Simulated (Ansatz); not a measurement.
## Ga: start and end of a relaxation

The guess for Ga was made by a generator: random cell by space group and Wyckoff sites (P4/mmm, No. 123). Its size is a rough estimate.

start.cif

```cif
data_structure
_symmetry_space_group_name_H-M 'P 1'
_symmetry_Int_Tables_number 1
_cell_length_a 2.6872
_cell_length_b 2.6872
_cell_length_c 5.8404
_cell_angle_alpha 90.000
_cell_angle_beta 90.000
_cell_angle_gamma 90.000
_cell_volume 42.17
loop_
_atom_site_label
_atom_site_type_symbol
_atom_site_fract_x
_atom_site_fract_y
_atom_site_fract_z
_atom_site_occupancy
Ga1 Ga 0.50000 0.50000 0.22554 1
Ga2 Ga 0.50000 0.50000 0.77446 1
```

These are results of Ansatz, DFT PBE, scalar-relativistic, plane waves, PAW, not measurements. Cutoff 420 eV, Gaussian smearing, Γ-centred meshes. Cell and atoms relax first on a coarse mesh and then on a finer one. In between, the cell is made exact in the group found at 0.06 Å. In metals the finer mesh still leaves noise of several meV/atom or more. The steps can't lower the symmetry of their start. No spin polarisation.

end.cif

```cif
data_structure
_symmetry_space_group_name_H-M 'P 1'
_symmetry_Int_Tables_number 1
_cell_length_a 2.7165
_cell_length_b 2.7165
_cell_length_c 2.7165
_cell_angle_alpha 90.000
_cell_angle_beta 90.000
_cell_angle_gamma 90.000
_cell_volume 20.05
loop_
_atom_site_label
_atom_site_type_symbol
_atom_site_fract_x
_atom_site_fract_y
_atom_site_fract_z
_atom_site_occupancy
Ga1 Ga 0.50000 0.50000 0.50000 1
```

The symmetry goes from P4/mmm (No. 123) to Pm-3m (No. 221), and the primitive cell from 2 to 1 atom. The end has the simple cubic type. The volume per atom shrinks by 4.9 %, from 21.1 to 20.0 Å³. The shortest distance goes from 2.63 Å (Ga–Ga) to 2.72 Å (Ga–Ga). The end is written in a standard setting, so origin, axes and order of atoms can differ from the start's.

| Property | Result |
| --- | --- |
| Volume per atom | 20.05 Å³ |
| Density | 5.78 g/cm³ |
| Energy over the standard state | +0.08 eV/atom |
| Gap on the 20×20×20 mesh of the 1-atom cell | 0 eV (a metal) |

Energies count from the standard state of Ga at the same level. It lies above the standard state, so it could only be metastable.

The last run used Gaussian smearing of 0.10 eV. Symmetry constrained the relaxation, so the result can be a saddle point. In all, the 3 runs took 52 s on 1 thread of Arm Neoverse V2, on a shared host. Another cell of Ga relaxed alike, in P-6m2, lies 52 meV/atom lower, so this cell isn't the stable form at this level.
